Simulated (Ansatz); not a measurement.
The system is Al2Cu (Khatyrkite).

```
CELL_PARAMETERS angstrom
-3.03350 3.03350 2.43850
3.03350 -3.03350 2.43850
3.03350 3.03350 -2.43850
ATOMIC_POSITIONS crystal
Cu 0.25000 0.25000 0.00000
Cu 0.75000 0.75000 0.00000
Al 0.34190 0.15810 0.50000
Al 0.84190 0.34190 0.18380
Al 0.65810 0.84190 0.50000
Al 0.15810 0.65810 0.81620
```

Base run:

| Item | Value |
| --- | --- |
| Program | Ansatz 0.2.0 |
| Functional | PBEsol |
| Potentials or basis | Ansatz PAW |
| Cutoff | 420 eV |
| Density cutoff | 1680 eV |
| k mesh | 7 × 7 × 7 |
| Occupations | fermi-dirac, width 0.05 eV |
| Spin | no spin polarisation |

Its results: band gap on the k mesh none (metal or under the smearing width); pressure -3.5 GPa; largest force 0.069 eV/Å.

Task: The run is repeated on the same cell with these changes: functional from PBEsol to revPBE. What comes out?

Result: Band gap on the k mesh none (metal or under the smearing width); pressure 1.5 GPa; largest force 0.016 eV/Å.

revPBE binds less tightly than PBEsol, so the same cell stands under more pressure.

Caveats: the PAW data sets come from PBE, with cores solved anew for the run's functional, which leaves a small shift of forces and pressure; the potentials were made for another functional, which shifts forces and pressure (some runs).

Not every run made on this cell is shown here.
